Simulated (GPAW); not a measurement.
# InAs (F-43m) in GPAW: reference runs

Aim: a first look at InAs with PBE, on the cell as given and on a disturbed one.

Everything below comes from runs of GPAW 26.7.0. Logs are shortened: lines on timing, memory, paths and dates and some standing lists are left out, and cuts for length are marked. The log counts tension as positive stress, the text compression.

**What was measured.**

A printed reference work, data compilation reports, for a bulk crystal of InAs at 4.2 K: band gap 0.418 eV (direct).

The results are compared with them further down.

## 1. The structure

The structure is cubic, space group F-43m (No. 216). Conventional cell: a = 6.036 Å, b = 6.036 Å, c = 6.036 Å, α = 90.00°, β = 90.00°, γ = 90.00°. In (site symmetry -43m) is surrounded by 4 As at 2.61 Å. Around As (site symmetry -43m) lie 4 In at 2.61 Å.

## 2. Single point, PBE

Contents of run.py:

```python
from ase import Atoms
from ase.dft.bandgap import bandgap
from ase.io import write
from ase.units import GPa
from gpaw import GPAW, PW

atoms = Atoms(['In', 'As'],
              cell=[[0.0, 3.018, 3.018],
                    [3.018, 0.0, 3.018],
                    [3.018, 3.018, 0.0]],
              scaled_positions=[[0.0, 0.0, 0.0],
                                [0.75, 0.75, 0.75]],
              pbc=True)

calc = GPAW(mode=PW(600),
            xc='PBE',
            kpts={'size': (8, 8, 8), 'gamma': True},
            occupations={'name': 'fermi-dirac', 'width': 0.05},
            nbands=18,
            convergence={'density': 1e-05, 'energy': 1e-05},
            maxiter=150,
            txt='gpaw.txt')
atoms.calc = calc
energy = atoms.get_potential_energy()
forces = atoms.get_forces()
stress = atoms.get_stress()
calc.write('gs.gpw')
write('result.traj', atoms)
print(f'Energy: {energy:.6f} eV')
print('Forces (eV/A):')
print(forces.round(4))
print('Stress (GPa):', (stress / GPa).round(3))
print('Fermi level:', round(calc.get_fermi_level(), 4), 'eV')
print(f'Gap: {bandgap(calc)[0]:.4f} eV, direct: {bandgap(calc, direct=True)[0]:.4f} eV')
```

Potentials or basis: GPAW PAW data sets (gpaw-data 1.2.1), pw.

Command:

```bash
> OMP_NUM_THREADS=1 python run.py
```

gpaw.txt:

```text
__  _  _
 | _ |_)|_||  |
 |__||  | ||/\| - 26.7.0

Input parameters:
  mode=PW(ecut=600.0),
  convergence={'density': 1e-05, 'energy': 1e-05},
  kpts=MonkhorstPack(size=(8, 8, 8), gamma=True),
  maxiter=150,
  nbands=18,
  occupations=Occupations(name='fermi-dirac', width=0.05),
  xc=XC(name='PBE')

Diagonalizing LCAO Hamiltonian
Converting LCAO to pw mode

                     As

       In

Atoms  # Å, Bohr magnetons
|   | symbol |        x |        y |        z |    initial magnetic moments |
|---|--------|----------|----------|----------|-----------------------------|
| 0 |     In | 0.000000 | 0.000000 | 0.000000 | ( 0.0000,  0.0000,  0.0000) |
| 1 |     As | 4.527000 | 4.527000 | 4.527000 | ( 0.0000,  0.0000,  0.0000) |

Unit cell  # Å
| periodic |        x |        y |        z |  lengths |    angles |
|----------|----------|----------|----------|----------|-----------|
|      yes | 0.000000 | 3.018000 | 3.018000 | 4.268097 | 60.000000 |
|      yes | 3.018000 | 0.000000 | 3.018000 | 4.268097 | 60.000000 |
|      yes | 3.018000 | 3.018000 | 0.000000 | 4.268097 | 60.000000 |

Number of symmetries: 24
Symmetry operations  # r_c * U_cc + t_c -> r_c
|    | kind |            matrix            |
|----|------|------------------------------|
|  0 |  E   |  1, 0, 0,  0, 1, 0,  0, 0, 1 |
|  1 |  σ   |  1, 0, 0,  0, 0, 1,  0, 1, 0 |
|  2 |  σ   |  1, 0,-1,  0, 1,-1,  0, 0,-1 |
|  3 |  C3  |  1, 0,-1,  0, 0,-1,  0, 1,-1 |
|  4 |  C3  |  1,-1, 0,  0,-1, 1,  0,-1, 0 |
|  5 |  σ   |  1,-1, 0,  0,-1, 0,  0,-1, 1 |
|  6 |  σ   |  0, 1, 0,  1, 0, 0,  0, 0, 1 |
|  7 |  C3  |  0, 1, 0,  0, 0, 1,  1, 0, 0 |
|  8 |  C2  |  0, 1,-1,  1, 0,-1,  0, 0,-1 |
|  9 |  S4  |  0, 1,-1,  0, 0,-1,  1, 0,-1 |
| 10 |  C3  |  0, 0, 1,  1, 0, 0,  0, 1, 0 |
| 11 |  σ   |  0, 0, 1,  0, 1, 0,  1, 0, 0 |
| 12 |  S4  |  0, 0,-1,  1, 0,-1,  0, 1,-1 |
| 13 |  C3  |  0, 0,-1,  0, 1,-1,  1, 0,-1 |
| 14 |  S4  |  0,-1, 1,  1,-1, 0,  0,-1, 0 |
| 15 |  C2  |  0,-1, 1,  0,-1, 0,  1,-1, 0 |
| 16 |  C3  |  0,-1, 0,  1,-1, 0,  0,-1, 1 |
| 17 |  S4  |  0,-1, 0,  0,-1, 1,  1,-1, 0 |
| 18 |  S4  | -1, 1, 0, -1, 0, 1, -1, 0, 0 |
| 19 |  C3  | -1, 1, 0, -1, 0, 0, -1, 0, 1 |
| 20 |  C3  | -1, 0, 1, -1, 1, 0, -1, 0, 0 |
| 21 |  S4  | -1, 0, 1, -1, 0, 0, -1, 1, 0 |
| 22 |  σ   | -1, 0, 0, -1, 1, 0, -1, 0, 1 |
| 23 |  C2  | -1, 0, 0, -1, 0, 1, -1, 1, 0 |

BZ-sampling:
  Number of BZ points: 512
  Number of IBZ points: 29

  Monkhorst-Pack size: [8, 8, 8]
  Monkhorst-Pack shift: [0.0625, 0.0625, 0.0625]

K-points  # in reciprocal-cell coordinates
|     |                                coordinates |     weight |
|-----|--------------------------------------------|------------|
|   0 | (  0.00000000,   0.00000000,   0.00000000) | 0.00195312 |
|   1 | (  0.12500000,   0.12500000,   0.00000000) | 0.01171875 |
|   2 | (  0.12500000,   0.12500000,   0.12500000) | 0.01562500 |
|   3 | (  0.25000000,   0.12500000,   0.12500000) | 0.02343750 |
|   4 | (  0.25000000,   0.25000000,   0.00000000) | 0.01171875 |
|   5 | (  0.25000000,   0.25000000,   0.12500000) | 0.04687500 |
|   6 | (  0.25000000,   0.25000000,   0.25000000) | 0.01562500 |
|   7 | (  0.37500000,   0.25000000,  -0.37500000) | 0.04687500 |
|   8 | (  0.37500000,   0.25000000,   0.12500000) | 0.04687500 |
|   9 | (  0.37500000,   0.25000000,   0.25000000) | 0.04687500 |
| ... |                                            |            |
|  28 | (  0.50000000,   0.50000000,   0.50000000) | 0.00781250 |

Plane wave coefficients: 1856
Cutoff: 600.0 eV

Spin-components: 1 (collinear spins)
Bands:           18
Projectors:      11
Spin-degeneracy: 2
Datatype:        complex128

Density:
  Valence electrons: 18.0
  Components: 1
  Grid points: [25 25 25]
  Charge: 0.0  # |e|

Potential:
  Grid points: [25 25 25]

species:
  In:
    name:    Indium
    Z:       49.0
    valence: 13
    core:    36
    charge:  0.0  # [|e|]
    compensation charges:
      type: gauss
      rc: 0.36  # [Å]
      lmax: 2
    cutoffs:
      filter: 2.09  # [Å]
      core: 2.48  # [Å]
    projectors
    | kind |    occ | energy [eV] | rcut [Å] |
    |------|--------|-------------|----------|
    |   5s |  2.000 |      -8.203 |    1.185 |
    |   5p |  1.000 |      -2.521 |    1.244 |
    |   4d | 10.000 |     -18.629 |    1.148 |
    |    s |        |      19.008 |    1.185 |
    |    p |        |      24.691 |    1.244 |
    |    d |        |       8.583 |    1.148 |

    Using partial waves for In as LCAO basis

  As:
    name:    Arsenic
    Z:       33.0
    valence: 5
    core:    28
    charge:  0.0  # [|e|]
    compensation charges:
      type: gauss
      rc: 0.33  # [Å]
      lmax: 2
    cutoffs:
      filter: 1.87  # [Å]
      core: 2.96  # [Å]
    projectors
    | kind |    occ | energy [eV] | rcut [Å] |
    |------|--------|-------------|----------|
    |   4s |  2.000 |     -14.487 |    1.058 |
    |   4p |  3.000 |      -5.196 |    1.058 |
    |    s |        |      12.725 |    1.058 |
    |    p |        |      22.016 |    1.058 |
    |    d |        |       0.000 |    1.058 |

    Using partial waves for As as LCAO basis

Reference energy: -221478.393260  # eV

eigensolver:
  PPCG
  Converge bands: occupied
  niter=2

density mixing:
  MSR1-Mixer
  Pratt-step length: 0.05
  Maximum mixing coefficient: 0.75
  Old densities: 10
  SVD Regularization: 0.005
  Good broyden scale: 1.0
  Trust region scale: 1.0
  Backstep threshold: 4.0
  History deletion threshold: 6.0
  Fourier metric: weight=20.0, sigma=0.015

occupation numbers:
  Fermi-Dirac:
    width: 0.0500  # eV

poisson solver:
  ecut: 4800.0  # eV

xc functional:
  name: PBE with 2 nearest neighbor stencil

convergence criteria:
- Maximum integral of absolute [dens]ity change: 1e-05 electrons / valence electron
- Maximum [total energy] change in last 3 cyles: 1e-05 eV / valence electron
- Maximum integral of absolute [eigenst]ate change: 4e-08 eV^2 / valence electron
maximum number of iterations: 150

SCF iterations
|iter     | |      energy | eigst |  dens |
|---------|-|-------------|-------|-------|
|iter:   1| |   -8.118307 | -0.34 |       |
|iter:   2| |   -8.073646 | -2.36 | -1.17 |
|iter:   3| |   -7.903560 | -1.94 | -1.21 |
|iter:   4| |   -7.904693 | -3.32 | -1.80 |
|iter:   5| |   -7.904806 | -4.11 | -2.32 |
|iter:   6| |   -7.904834c| -5.65 | -3.12 |
|iter:   7| |   -7.904837c| -6.67 | -3.56 |
|iter:   8| |   -7.904837c| -8.15c| -4.62 |
|iter:   9| |   -7.904837c| -8.39c| -5.36c|

Converged in 9 steps
Energy contributions relative to reference atoms: (reference = -221478.393260)

Energy contributions:
  Kinetic:          27.002200
  Coulomb:         -24.729028
  Zero:              0.139455
  External:          0.000000
  Xc:              -10.317193
  Entropy:          -0.000544
  Spinorbit:         0.000000
  ----------------------------
  Free energy:      -7.905110
  Extrapolated:     -7.904837

dipole moment: (-17.118226, -17.118226, -17.118226)  # |e|*Ang

Fermi level: 4.952
Eigenvalues  # (at kpt = [0.000, 0.000, 0.000])
| band index |      eig [eV] | occ [0-2] |
|------------|---------------|-----------|
|          0 |        -9.407 |     2.000 |
|        ... |               |           |
|          2 |        -9.407 |     2.000 |
|          3 |        -9.278 |     2.000 |
|          4 |        -9.278 |     2.000 |
|          5 |        -6.992 |     2.000 |
|          6 |         4.743 |     1.969 |
|          7 |         4.904 |     1.446 |
|          8 |         4.904 |     1.446 |
|          9 |         4.904 |     1.446 |
|         10 |         8.796 |     0.000 |
|         11 |         8.796 |     0.000 |
|         12 |         8.796 |     0.000 |
|         13 |        12.470 |     0.000 |
|         14 |        14.638 |     0.000 |
|         15 |        14.638 |     0.000 |
|         16 |        15.399 |     0.000 |
|         17 |        15.399 |     0.000 |

No gap
No difference between direct/indirect transitions

Forces  # eV/Ang
|        x |        y |        z |
|----------|----------|----------|
| -0.00000 |  0.00000 | -0.00000 |  # In   0
|  0.00000 | -0.00000 |  0.00000 |  # As   1

Stress tensor  # eV/Ang^3
|         x |         y |         z |
|-----------|-----------|-----------|
| -0.025242 | -0.000000 | -0.000000 |
| -0.000000 | -0.025242 |  0.000000 |
| -0.000000 |  0.000000 | -0.025242 |

# Writing to gs.gpw (mode='')
```

Run time: 16 s. Hardware: 1 thread of Arm Neoverse V1, shared host; peak memory 0.16 GiB.

Results:

```yaml
Free_energy: -7.9051 eV
Pressure: 4.0 GPa
Band_gap_on_the_k_mesh: none (metal or under the smearing width)
```

Levels at points of the mesh, in eV from the Fermi level:
| k point | band 7 | band 8 | band 9 | band 10 | band 11 | band 12 |
| --- | --- | --- | --- | --- | --- | --- |
| (0.00, 0.00, 0.00) | -0.21 | -0.05 | -0.05 | -0.05 | 3.84 | 3.84 |
| (0.50, 0.50, 0.00) | -5.91 | -2.40 | -2.40 | 1.49 | 2.02 | 9.18 |
| (0.50, 0.50, 0.50) | -5.84 | -1.05 | -1.05 | 0.92 | 4.63 | 4.63 |

Caveat: this crystal is a semiconductor, whose small gap the functional closes, so the metal is an error of the method.

## 3. Single point, PBE (atoms moved at random, drawn with an rms of 0.05 Å)

run.py, as its differences from that of step 2:

```diff
@@ -1,4 +1,3 @@
-from ase import Atoms
 from ase.dft.bandgap import bandgap
-from ase.io import write
+from ase.io import read, write
 from ase.units import GPa
@@ -6,9 +5,3 @@
 
-atoms = Atoms(['In', 'As'],
-              cell=[[0.0, 3.018, 3.018],
-                    [3.018, 0.0, 3.018],
-                    [3.018, 3.018, 0.0]],
-              scaled_positions=[[0.0, 0.0, 0.0],
-                                [0.75, 0.75, 0.75]],
-              pbc=True)
+atoms = read('InAs.xyz')
```

Contents of InAs.xyz:

```xyz
2
Lattice="0.0000000000 3.0180000000 3.0180000000 3.0180000000 0.0000000000 3.0180000000 3.0180000000 3.0180000000 0.0000000000" Properties=species:S:1:pos:R:3 pbc="T T T"
In    -0.0266278140      0.0070319400      0.0051215460
As     4.5096495180      4.5464359200      4.5460647060
```

Potentials or basis: GPAW PAW data sets (gpaw-data 1.2.1), pw.

Command:

```bash
> OMP_NUM_THREADS=1 python run.py
```

It took 2.1 min on 1 thread of Arm Neoverse V1, shared host; peak memory 0.38 GiB.

It converged, with:

```yaml
Free_energy: -7.9033 eV
Pressure: 4.1 GPa
Largest_force: 0.172 eV/Å
Band_gap_on_the_k_mesh: none (metal or under the smearing width)
```

Forces in eV/Å, atoms in the order of the input:
```
In   0.079  0.102  0.114
As  -0.079 -0.102 -0.114
```

Stress tensor (GPa, compression positive):
```
4.06 0.38 0.34
0.38 4.05 0.26
0.34 0.26 4.05
```

Levels at points of the mesh, in eV from the Fermi level:
| k point | band 5 | band 6 | band 7 | band 8 | band 9 | band 10 | band 11 | band 12 | band 13 | band 14 |
| --- | --- | --- | --- | --- | --- | --- | --- | --- | --- | --- |
| (0.00, 0.00, 0.00) | -14.24 | -11.95 | -0.21 | -0.10 | -0.04 | -0.02 | 3.82 | 3.83 | 3.88 | 7.51 |
| (0.00, 0.00, 0.50) | -14.23 | -10.46 | -5.83 | -1.10 | -1.02 | 0.91 | 4.55 | 4.68 | 6.82 | 9.04 |
| (0.00, 0.50, 0.00) | -14.23 | -10.46 | -5.83 | -1.10 | -1.02 | 0.91 | 4.55 | 4.68 | 6.82 | 9.04 |
| (0.00, 0.50, 0.50) | -14.21 | -9.91 | -5.91 | -2.41 | -2.40 | 1.48 | 2.02 | 9.17 | 9.23 | 9.27 |
| (0.50, 0.00, 0.00) | -14.23 | -10.46 | -5.82 | -1.10 | -1.02 | 0.90 | 4.56 | 4.67 | 6.81 | 9.04 |
| (0.50, 0.00, 0.50) | -14.21 | -9.91 | -5.91 | -2.42 | -2.40 | 1.48 | 2.02 | 9.17 | 9.23 | 9.28 |
| (0.50, 0.50, 0.00) | -14.21 | -9.91 | -5.91 | -2.42 | -2.39 | 1.48 | 2.02 | 9.17 | 9.23 | 9.28 |
| (0.50, 0.50, 0.50) | -14.23 | -10.44 | -5.91 | -1.06 | -1.05 | 0.96 | 4.63 | 4.65 | 6.84 | 9.01 |

## 4. How close it comes

Step 2. Measured gap of InAs: 0.418 eV (direct; 4.2 K; a printed reference work, data compilation). This calculation gives 0.00 eV (-0.42 eV). Spin-orbit coupling on As, In is left out. The value is that of PBE on a finite k mesh, which can miss the band edges, without temperature or zero-point motion. Semilocal functionals fall short of measured gaps as a rule.
